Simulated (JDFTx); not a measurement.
# HgSe (F-43m) in JDFTx: equation of state

Aim: energy against volume of HgSe in PBEsol, for its equilibrium volume and stiffness.

Everything below comes from runs of JDFTx 1.7.0 (patched build). Logs are shortened: lines on timing, memory, paths and dates and some standing lists are left out, and cuts for length are marked. The log counts tension as positive stress, the text compression.

**Measured values to compare with.**

“The pseudo-binary mercury chalcogenide alloy HgSe0.7S0.3 at high pressure: a mechanism of the zinc blende/cinnabar reconstructive phase transition”, 2002, arxiv:cond-mat/0209548 quotes, for a bulk crystal of HgSe: bulk modulus 51.6 ± 0.2 GPa.

How close the calculation comes is told below.

### 1 Starting point

It takes space group F-43m (No. 216, cubic). The conventional cell has a = 6.078 Å, b = 6.078 Å, c = 6.078 Å, α = 90.00°, β = 90.00°, γ = 90.00°. Hg (site symmetry -43m) has 4 Se at 2.63 Å as nearest neighbours. Around Se (site symmetry -43m) lie 4 Hg at 2.63 Å.

### 2 Equation of state, PBEsol, 26.38 Å³/atom (volume scaled by 0.94)

Input file HgSe.in:

```
lattice \
    0.0000000000     5.6256432119     5.6256432119 \
    5.6256432119     0.0000000000     5.6256432119 \
    5.6256432119     5.6256432119     0.0000000000
coords-type Lattice
ion Hg     0.0000000000     0.0000000000     0.0000000000 1
ion Se     0.7500000000     0.7500000000     0.7500000000 1

ion-species pseudo/Hg.upf
ion-species pseudo/Se.upf
elec-cutoff 43 344
elec-ex-corr gga-PBEsol
kpoint-folding 8 8 8
elec-smearing Fermi 0.0018374661
elec-n-bands 25
electronic-SCF nIterations 100 energyDiffThreshold 1e-09
electronic-minimize nIterations 30 energyDiffThreshold 1e-7
forces-output-coords Cartesian

dump-name run.$VAR
dump End Ecomponents EigStats BandEigs Kpoints Forces Stress ElecDensity Dtot KEdensity
```

Potentials or basis: PseudoDojo-SR-PBEsol-0.4.1-standard with smoothed tails.

Run with:

```bash
jdftx -c 1 -i HgSe.in -o HgSe.out
```

The log of the run:

```text
*************** JDFTx 1.7.0 (patched build) ***************

Input parsed successfully to the following command list (including defaults):
[... the input with its defaults ...]

---------- Setting up symmetries ----------

Found 48 point-group symmetries of the bravais lattice
Found 24 space-group symmetries with basis
Applied RMS atom displacement 0 bohrs to make symmetries exact.

---------- Initializing the Grid ----------
R =
[            0      5.62564      5.62564  ]
[      5.62564            0      5.62564  ]
[      5.62564      5.62564            0  ]
unit cell volume = 356.079
G =
[  -0.558442   0.558442   0.558442  ]
[   0.558442  -0.558442   0.558442  ]
[   0.558442   0.558442  -0.558442  ]
Minimum fftbox size, Smin = [  68  68  68  ]
Chosen fftbox size, S = [  70  70  70  ]

---------- Initializing tighter grid for wavefunction operations ----------
R =
[            0      5.62564      5.62564  ]
[      5.62564            0      5.62564  ]
[      5.62564      5.62564            0  ]
unit cell volume = 356.079
G =
[  -0.558442   0.558442   0.558442  ]
[   0.558442  -0.558442   0.558442  ]
[   0.558442   0.558442  -0.558442  ]
Minimum fftbox size, Smin = [  48  48  48  ]
Chosen fftbox size, S = [  48  48  48  ]

---------- Exchange Correlation functional ----------
Initalized PBEsol GGA exchange.
Initalized PBEsol GGA correlation.

---------- Setting up pseudopotentials ----------
Width of ionic core gaussian charges (only for fluid interactions / plotting) set to 0

Reading pseudopotential file 'pseudo/Hg.upf':
  'Hg' pseudopotential, 'PBESOL' functional
  Generated using ONCVPSP code by D. R. Hamann
  20 valence electrons, 4 orbitals, 7 projectors, 1001 radial grid points, with lMax = 3
    5S    l: 0   occupation:  2.0   eigenvalue: -4.345523
    5P    l: 1   occupation:  6.0   eigenvalue: -2.445050
    5D    l: 2   occupation: 10.0   eigenvalue: -0.363070
    6S    l: 0   occupation:  2.0   eigenvalue: -0.252345
  Core radius for overlap checks: 1.57 bohrs.

Reading pseudopotential file 'pseudo/Se.upf':
  'Se' pseudopotential, 'PBESOL' functional
  Generated using ONCVPSP code by D. R. Hamann
  16 valence electrons, 3 orbitals, 6 projectors, 1001 radial grid points, with lMax = 2
    3D    l: 2   occupation: 10.0   eigenvalue: -1.952113
    4S    l: 0   occupation:  2.0   eigenvalue: -0.635470
    4P    l: 1   occupation:  4.0   eigenvalue: -0.239251
  Core radius for overlap checks: 1.83 bohrs.

Initialized 2 species with 2 total atoms.

Folded 1 k-points by 8x8x8 to 512 k-points.

---------- Setting up k-points, bands, fillings ----------
Adding inversion symmetry to k-mesh for non-inversion-symmetric unit cell.
Reduced to 29 k-points under symmetry.
Computing the number of bands and number of electrons
Calculating initial fillings.
nElectrons:  36.000000   nBands: 25   nStates: 29

----- Setting up reduced wavefunction bases (one per k-point) -----
average nbasis = 4794.369 , ideal nbasis = 4795.603

---------- Setting up ewald sum ----------
Optimum gaussian width for ewald sums = 2.555070 bohr.
Real space sum over 1331 unit cells with max indices [  5  5  5  ]
Reciprocal space sum over 2197 terms with max indices [  6  6  6  ]

---------- Allocating electronic variables ----------
Initializing wave functions:  linear combination of atomic orbitals
Note: number of bands (25) exceeds available atomic orbitals (19)
Hg pseudo-atom occupations:   s ( 2 2 )  p ( 6 )  d ( 10 )
Se pseudo-atom occupations:   s ( 2 )  p ( 4 )  d ( 10 )
	FillingsUpdate:  mu: +0.414748131  nElectrons: 36.000000
LCAOMinimize: Iter:   0  F: -267.4705945256766313  |grad|_K:  1.879e-03  alpha:  1.000e+00
	FillingsUpdate:  mu: +0.392703566  nElectrons: 36.000000
LCAOMinimize: Iter:   1  F: -267.4884826039030941  |grad|_K:  4.370e-05  alpha:  5.634e-01  linmin:  6.897e-02  cgtest: -2.992e-01
	FillingsUpdate:  mu: +0.392317008  nElectrons: 36.000000
[... 4 lines of inner loops ...]
LCAOMinimize: Iter:   4  F: -267.4884967887059588  |grad|_K:  2.162e-07  alpha:  8.243e-01  linmin:  3.011e-04  cgtest: -2.732e-03
	FillingsUpdate:  mu: +0.392517681  nElectrons: 36.000000
LCAOMinimize: Iter:   5  F: -267.4884967890701546  |grad|_K:  1.575e-08  alpha:  8.616e-01  linmin: -2.378e-03  cgtest:  1.599e-02
LCAOMinimize: Converged (|Delta F|<1.000000e-06 for 2 iters).

-------- Electronic minimization -----------
Will mix electronic density at each iteration.
	FillingsUpdate:  mu: +0.392517681  nElectrons: 36.000000
	FillingsUpdate:  mu: +0.386083203  nElectrons: 36.000000
SCF: Cycle:  0   F: -267.559666424742204   dF: -7.117e-02   |Residual|: 7.824e-02   |deigs|: 1.095e-01
	FillingsUpdate:  mu: +0.376053782  nElectrons: 36.000000
SCF: Cycle:  1   F: -267.568168870964087   dF: -8.502e-03   |Residual|: 3.196e-02   |deigs|: 1.969e-02
	FillingsUpdate:  mu: +0.371735486  nElectrons: 36.000000
SCF: Cycle:  2   F: -267.568867153916415   dF: -6.983e-04   |Residual|: 7.445e-03   |deigs|: 7.744e-03
	FillingsUpdate:  mu: +0.372183995  nElectrons: 36.000000
SCF: Cycle:  3   F: -267.568876854060875   dF: -9.700e-06   |Residual|: 2.499e-03   |deigs|: 6.162e-04
	FillingsUpdate:  mu: +0.372560586  nElectrons: 36.000000
SCF: Cycle:  4   F: -267.568879301309266   dF: -2.447e-06   |Residual|: 4.826e-04   |deigs|: 5.364e-04
	FillingsUpdate:  mu: +0.372590563  nElectrons: 36.000000
SCF: Cycle:  5   F: -267.568879627833780   dF: -3.265e-07   |Residual|: 1.998e-04   |deigs|: 7.119e-05
	FillingsUpdate:  mu: +0.372634598  nElectrons: 36.000000
SCF: Cycle:  6   F: -267.568879742984791   dF: -1.152e-07   |Residual|: 5.628e-05   |deigs|: 6.076e-05
	FillingsUpdate:  mu: +0.372630885  nElectrons: 36.000000
SCF: Cycle:  7   F: -267.568879783282966   dF: -4.030e-08   |Residual|: 2.587e-05   |deigs|: 3.909e-05
	FillingsUpdate:  mu: +0.372633863  nElectrons: 36.000000
SCF: Cycle:  8   F: -267.568879798680314   dF: -1.540e-08   |Residual|: 1.175e-05   |deigs|: 2.478e-05
	FillingsUpdate:  mu: +0.372634633  nElectrons: 36.000000
SCF: Cycle:  9   F: -267.568879805298252   dF: -6.618e-09   |Residual|: 9.493e-06   |deigs|: 2.323e-05
	FillingsUpdate:  mu: +0.372633481  nElectrons: 36.000000
SCF: Cycle: 10   F: -267.568879807910434   dF: -2.612e-09   |Residual|: 2.645e-06   |deigs|: 1.558e-05
	FillingsUpdate:  mu: +0.372633711  nElectrons: 36.000000
SCF: Cycle: 11   F: -267.568879809187877   dF: -1.277e-09   |Residual|: 1.791e-06   |deigs|: 2.539e-05
	FillingsUpdate:  mu: +0.372633746  nElectrons: 36.000000
SCF: Cycle: 12   F: -267.568879809671103   dF: -4.832e-10   |Residual|: 1.026e-06   |deigs|: 1.410e-05
	FillingsUpdate:  mu: +0.372633654  nElectrons: 36.000000
SCF: Cycle: 13   F: -267.568879809901489   dF: -2.304e-10   |Residual|: 1.412e-06   |deigs|: 1.117e-05
SCF: Converged (|Delta E|<1.000000e-09 for 2 iters).

Setting wave functions to eigenvectors of Hamiltonian

# Stress tensor in Cartesian coordinates [Eh/a0^3]:
[ -0.000192446            0            0  ]
[            0 -0.000192446            0  ]
[            0            0 -0.000192446  ]

# Ionic positions in lattice coordinates:
ion Hg   0.000000000000000   0.000000000000000   0.000000000000000 1
ion Se   0.750000000000000   0.750000000000000   0.750000000000000 1

# Forces in Cartesian coordinates:
force Hg   0.000000000000000   0.000000000000000  -0.000000000000000 1
force Se   0.000000000000000   0.000000000000000  -0.000000000000000 1

# Energy components:
   Eewald =     -156.4669322606879689
       EH =       86.1623966972506707
     Eloc =     -245.4615331747691300
      Enl =      -46.5514161305039877
      Exc =      -51.4448197897971795
 Exc_core =       20.1050207651739079
       KE =      126.0884241206026388
-------------------------------------
     Etot =     -267.5688597727310025
       TS =        0.0000200371705138
-------------------------------------
        F =     -267.5688798099014889

IonicMinimize: Iter:   0  F: -267.568879809901489  |grad|_K:  1.931e-36
IonicMinimize: Converged (|grad|_K<1.000000e-04).

#--- Lowdin population analysis ---
# oxidation-state Hg +1.084
# oxidation-state Se -0.856

Dumping 'run.eigStats' ...
	eMin: -3.855093 at state 0 ( [ +0.000000 +0.000000 +0.000000 ] spin 0 )
	HOMO: +0.370852 at state 0 ( [ +0.000000 +0.000000 +0.000000 ] spin 0 )
	mu  : +0.372634
	LUMO: +0.393007 at state 1 ( [ +0.000000 +0.000000 +0.125000 ] spin 0 )
	eMax: +0.889797 at state 17 ( [ +0.000000 +0.375000 +0.375000 ] spin 0 )
	HOMO-LUMO gap: +0.022156
	Optical gap  : +0.028883 at state 1 ( [ +0.000000 +0.000000 +0.125000 ] spin 0 )
Done!
[note: the HOMO, LUMO and gaps printed at the end count levels as full or empty at half filling, so they show a gap where a level is partly filled]
[note: the Lowdin charges miss the electrons that lie outside the files' atomic orbitals]
```

It took 3.2 min on 1 thread of Arm Neoverse V1, shared host; peak memory 0.21 GiB.

Results:

```yaml
Free_energy: -7280.9201 eV
Pressure: 5.7 GPa
Band_gap_on_the_k_mesh: none (metal or under the smearing width)
```

### 3 Equation of state, PBEsol, 26.94 Å³/atom (volume scaled by 0.96)

HgSe.in, as its differences from that of step 2:

```diff
@@ -1,5 +1,5 @@
 lattice \
-    0.0000000000     5.6256432119     5.6256432119 \
-    5.6256432119     0.0000000000     5.6256432119 \
-    5.6256432119     5.6256432119     0.0000000000
+    0.0000000000     5.6652617230     5.6652617230 \
+    5.6652617230     0.0000000000     5.6652617230 \
+    5.6652617230     5.6652617230     0.0000000000
 coords-type Lattice
@@ -20,2 +20,2 @@
 dump-name run.$VAR
-dump End Ecomponents EigStats BandEigs Kpoints Forces Stress ElecDensity Dtot KEdensity
+dump End Ecomponents EigStats BandEigs Kpoints Forces Stress
```

Potentials or basis: PseudoDojo-SR-PBEsol-0.4.1-standard with smoothed tails.

Run with:

```bash
jdftx -c 1 -i HgSe.in -o HgSe.out
```

It took 3.2 min on 1 thread of Arm Neoverse V1, shared host; peak memory 0.21 GiB.

Results (log left out):

| Item | Value |
| --- | --- |
| Free energy | -7280.9542 eV |
| Pressure | 4.1 GPa |
| Band gap on the k mesh | none (metal or under the smearing width) |

### 4 Equation of state, PBEsol, 27.51 Å³/atom (volume scaled by 0.98)

HgSe.in, as its differences from that of step 3:

```diff
@@ -1,5 +1,5 @@
 lattice \
-    0.0000000000     5.6652617230     5.6652617230 \
-    5.6652617230     0.0000000000     5.6652617230 \
-    5.6652617230     5.6652617230     0.0000000000
+    0.0000000000     5.7043337281     5.7043337281 \
+    5.7043337281     0.0000000000     5.7043337281 \
+    5.7043337281     5.7043337281     0.0000000000
 coords-type Lattice
```

Run with:

```bash
jdftx -c 1 -i HgSe.in -o HgSe.out
```

Wall time 3.2 min (1 thread of Arm Neoverse V1, shared host); peak memory 0.21 GiB.

It converged, with:

```
Free energy            : -7280.9779 eV
Pressure               : 2.7 GPa
Band gap on the k mesh : none (metal or under the smearing width)
```

### 5 Equation of state, PBEsol, 28.07 Å³/atom

HgSe.in, as its differences from that of step 4:

```diff
@@ -1,5 +1,5 @@
 lattice \
-    0.0000000000     5.7043337281     5.7043337281 \
-    5.7043337281     0.0000000000     5.7043337281 \
-    5.7043337281     5.7043337281     0.0000000000
+    0.0000000000     5.7428776927     5.7428776927 \
+    5.7428776927     0.0000000000     5.7428776927 \
+    5.7428776927     5.7428776927     0.0000000000
 coords-type Lattice
```

Run with:

```bash
jdftx -c 1 -i HgSe.in -o HgSe.out
```

Wall time 3.2 min (1 thread of Arm Neoverse V1, shared host); peak memory 0.21 GiB.

The run converged. Its results:

- Free energy: -7280.9922 eV
- Pressure: 1.4 GPa
- Band gap on the k mesh: none (metal or under the smearing width)

### 6 Equation of state, PBEsol, 28.63 Å³/atom (volume scaled by 1.02)

HgSe.in, as its differences from that of step 5:

```diff
@@ -1,5 +1,5 @@
 lattice \
-    0.0000000000     5.7428776927     5.7428776927 \
-    5.7428776927     0.0000000000     5.7428776927 \
-    5.7428776927     5.7428776927     0.0000000000
+    0.0000000000     5.7809111038     5.7809111038 \
+    5.7809111038     0.0000000000     5.7809111038 \
+    5.7809111038     5.7809111038     0.0000000000
 coords-type Lattice
```

Potentials or basis: PseudoDojo-SR-PBEsol-0.4.1-standard with smoothed tails.

Run with:

```bash
jdftx -c 1 -i HgSe.in -o HgSe.out
```

Wall time 3.9 min (1 thread of Arm Neoverse V1, shared host); peak memory 0.22 GiB.

The run converged. Its results:

- Free energy: -7280.9983 eV
- Pressure: 0.3 GPa
- Band gap on the k mesh: none (metal or under the smearing width)

### 7 Equation of state, PBEsol, 29.19 Å³/atom (volume scaled by 1.04)

HgSe.in, as its differences from that of step 6:

```diff
@@ -1,5 +1,5 @@
 lattice \
-    0.0000000000     5.7809111038     5.7809111038 \
-    5.7809111038     0.0000000000     5.7809111038 \
-    5.7809111038     5.7809111038     0.0000000000
+    0.0000000000     5.8184505394     5.8184505394 \
+    5.8184505394     0.0000000000     5.8184505394 \
+    5.8184505394     5.8184505394     0.0000000000
 coords-type Lattice
```

Run with:

```bash
jdftx -c 1 -i HgSe.in -o HgSe.out
```

Run time: 3.9 min. Hardware: 1 thread of Arm Neoverse V1, shared host; peak memory 0.22 GiB.

The run converged. Its results:

```yaml
Free_energy: -7280.9970 eV
Pressure: -0.7 GPa
Band_gap_on_the_k_mesh: none (metal or under the smearing width)
```

### 8 Equation of state, PBEsol, 29.75 Å³/atom (volume scaled by 1.06)

HgSe.in, as its differences from that of step 7:

```diff
@@ -1,5 +1,5 @@
 lattice \
-    0.0000000000     5.8184505394     5.8184505394 \
-    5.8184505394     0.0000000000     5.8184505394 \
-    5.8184505394     5.8184505394     0.0000000000
+    0.0000000000     5.8555117330     5.8555117330 \
+    5.8555117330     0.0000000000     5.8555117330 \
+    5.8555117330     5.8555117330     0.0000000000
 coords-type Lattice
```

Run with:

```bash
jdftx -c 1 -i HgSe.in -o HgSe.out
```

Run time: 3.9 min. Hardware: 1 thread of Arm Neoverse V1, shared host; peak memory 0.22 GiB.

It converged, with:

```yaml
Free_energy: -7280.9892 eV
Pressure: -1.5 GPa
Band_gap_on_the_k_mesh: none (metal or under the smearing width)
```

### 9 Equation of state, PBEsol

Potentials or basis: PseudoDojo-SR-PBEsol-0.4.1-standard with smoothed tails.

No new run: the results of the series are fitted here.

What came out:

| Item | Value |
| --- | --- |
| Equilibrium volume | 28.80 Å³/atom |
| Bulk modulus | 52 GPa |
| Pressure derivative of the bulk modulus | 5.1 |

Energy against volume, from the lowest point:
| volume (Å³/atom) | energy (meV/atom) |
| --- | --- |
| 26.383 | 39.07 |
| 26.944 | 22.02 |
| 27.505 | 10.20 |
| 28.067 | 3.03 |
| 28.628 | 0.00 |
| 29.189 | 0.63 |
| 29.751 | 4.52 |

### 10 How close it comes

Step 9. Measured bulk modulus of HgSe: 51.6 GPa (quoted in “The pseudo-binary mercury chalcogenide alloy HgSe0.7S0.3 at high pressure: a mechanism of the zinc blende/cinnabar reconstructive phase transition”, 2002, arxiv:cond-mat/0209548). This calculation gives 52 GPa (+0.2 %). The fit is for a static lattice scaled at fixed shape and fixed fractional positions.
